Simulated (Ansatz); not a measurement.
## CdTe: energy against volume and a worked fit

```cif
data_structure
_symmetry_space_group_name_H-M 'P 1'
_symmetry_Int_Tables_number 1
_cell_length_a 4.5326
_cell_length_b 4.5326
_cell_length_c 4.5326
_cell_angle_alpha 60.000
_cell_angle_beta 60.000
_cell_angle_gamma 60.000
_cell_volume 65.84
loop_
_atom_site_label
_atom_site_type_symbol
_atom_site_fract_x
_atom_site_fract_y
_atom_site_fract_z
_atom_site_occupancy
Te1 Te 0.75000 0.75000 0.75000 1
Cd1 Cd 0.00000 0.00000 0.00000 1
```

The cell was scaled at fixed shape and fractions and run with Ansatz, Ansatz PAW, cutoff 500 eV; r2SCAN+D3(BJ), k mesh 7 × 7 × 7 on the cell of 2 atoms, fermi-dirac occupations of 0.05 eV, no spin polarisation, no spin-orbit coupling. The potentials were made for PBE. Energies are those that the program minimises, any entropy of the smearing included.

```csv
V (Å³/atom),energy over the lowest row (meV/atom)
30.9465,63.08
31.6050,40.72
32.2634,?
32.9218,11.70
33.5803,4.00
34.2387,0.24
34.8972,0.00
```

**Question.** Fit the third-order Birch-Murnaghan form, give V0, B0 and B′, and predict the energy left open.

**Answer.** With y = (V0/V)^(2/3), E = E0 + (9 V0 B0/16) [(y - 1)³ B′ + (y - 1)² (6 - 4y)]. Least squares through the rows shown give V0 = 34.6107 Å³/atom, E0 = -0.31 meV, B0 = 42.58 GPa (1 eV/Å³ = 160.218 GPa) and B′ = 4.55, with a largest miss of 0.01 meV. At V = 32.2634 the form with these constants gives 23.78 meV; the run gave 23.76 meV an atom. Measured volume: 34.11 Å³/atom (arxiv:cond-mat/0608141), so the fit lies +1.5 % from it. Measured modulus: 42 GPa (arxiv:2306.14539), so the fit lies +1.4 % from it. The runs are for a static lattice.
